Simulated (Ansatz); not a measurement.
The system is HfO2.

```xyz
3
Lattice="0.0000 2.5575 2.5575 2.5575 0.0000 2.5575 2.5575 2.5575 0.0000" Properties=species:S:1:pos:R:3 pbc="T T T"
Hf    0.0000    0.0000    0.0000
O     3.8363    3.8363    3.8363
O     1.2788    1.2788    1.2788
```

Measurements of this composition are mostly on another form, of space group No. 14.

Base run:

```yaml
Program: Ansatz 0.2.0
Functional: PBEsol
Potentials_or_basis: all-electron LAPW, non-relativistic
Cutoff: 340 eV (chosen from the basis error)
Basis_error_allowed: 0.002 eV/atom
k_mesh: 9 × 9 × 9
Occupations: fermi-dirac, width 0.05 eV
Spin: no spin polarisation
```

Its results: band gap on the k mesh 3.28 eV, indirect (least direct gap 3.78 eV); pressure -2.4 GPa.

**Question.** The run is repeated on the same cell with these changes: potentials or basis from all-electron LAPW, non-relativistic to all-electron LAPW, inner shells corrected to Dirac's equation. What comes out?

**Answer.** Band gap on the k mesh 3.70 eV, indirect (least direct gap 3.81 eV); pressure -10.1 GPa.

Caveats: spin-orbit coupling is left out, which moves the levels of the heavy elements; relativity is left out, which matters for the heavier elements (some runs); the mesh misses the band edges, which the band path finds closer together (some runs).

The runs don't all hold the same shells in valence.
